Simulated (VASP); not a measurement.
Write the native input for VASP 6.6.1 that does the following.

| Quantity | Value |
| --- | --- |
| Task | relaxation of cell and atoms |
| Functional | PBEsol |
| Potentials or basis | VASP PAW PBE potentials, release 64 (Co, O) |
| Cutoff | 520 eV |
| k mesh | 9 × 9 × 5 |
| Occupations | gaussian, width 0.05 eV |
| Spin | collinear spin, ferromagnetic start |
| Starting moments | [3.0, 3.0, 0.0, 0.0] μB |
| Hubbard terms | Co d U = 4 eV |
| Further INCAR settings | ALGO = Normal; EDIFF = 1e-06; ISYM = 0; IBRION = 2; EDIFFG = -0.02; NSW = 70; ISIF = 3 |

The structure of CoO lies in POSCAR:

```
CoO
1.0
    0.0000000000      2.1315016600      2.1315016600
    2.1315016600      0.0000000000      2.1315016600
    4.2630033200      4.2630033200      0.0000000000
Co O
2 2
Direct
   -0.0027270000     -0.0009780000     -0.0017820000
   -0.0039230000      0.0040300000      0.5007650000
    0.4992680000      0.4974120000      0.2476280000
    0.5041200000      0.5017260000      0.7470970000
```

The cell isn't the ideal one: atoms moved at random, drawn with an rms of 0.02 Å.

The input as run:

INCAR

```
SYSTEM = CoO
PREC = Accurate
ENCUT = 520
EDIFF = 1E-6
ISMEAR = 0
SIGMA = 0.05
LREAL = .FALSE.
LASPH = .TRUE.
NELM = 150
ALGO = Normal
ISIF = 3
LWAVE = .FALSE.
LCHARG = .FALSE.
ISPIN = 2
MAGMOM = 3 3 0 0
LORBIT = 11
LMAXMIX = 4
LDAU = .TRUE.
LDAUTYPE = 2
LDAUL = 2 -1
LDAUU = 4 0
LDAUJ = 0 0
LDAUPRINT = 1
GGA = PS
IBRION = 2
NSW = 70
EDIFFG = -0.02
ISYM = 0
```

KPOINTS

```
Automatic mesh
0
G
  9 9 5
  0 0 0
```

Potentials or basis: VASP PAW PBE potentials, release 64 (Co, O).

Run with:

```bash
$ cat potpaw_PBE.64/Co/POTCAR potpaw_PBE.64/O/POTCAR > POTCAR
$ mpirun -np 1 vasp_std > vasp.out
```

Results of the run:

```yaml
Relaxed_volume: 9.44 Å³/atom
Relaxed_cell: a = 2.978 Å, b = 2.978 Å, c = 5.995 Å, α = 60.25°, β = 60.25°, γ = 60.07°
Space_group_after_relaxing_to_0.05_Å: Fm-3m (No. 225)
Energy_gained_by_relaxing: 4.8 meV/atom
Ionic_steps: 10
Pressure_after_relaxing: -0.1 GPa
Largest_force_after_relaxing: 0.011 eV/Å
Band_gap_on_the_k_mesh: 1.71 eV
Net_moment: 6.00 μB per cell
Site_moments: Co +2.76; O +0.20 μB
Valence_electrons_inside_the_program's_atomic_spheres: Co 7.86; O 5.00
```

Caveat: the PAW data sets were made with another functional, which shifts forces and pressure a little; an odd mesh through Γ misses points on the zone boundary, where band edges often lie.

Wall time 40 min on 1 thread of AMD EPYC 9R45 (Zen 5) (shared host), peak memory 0.36 GiB.
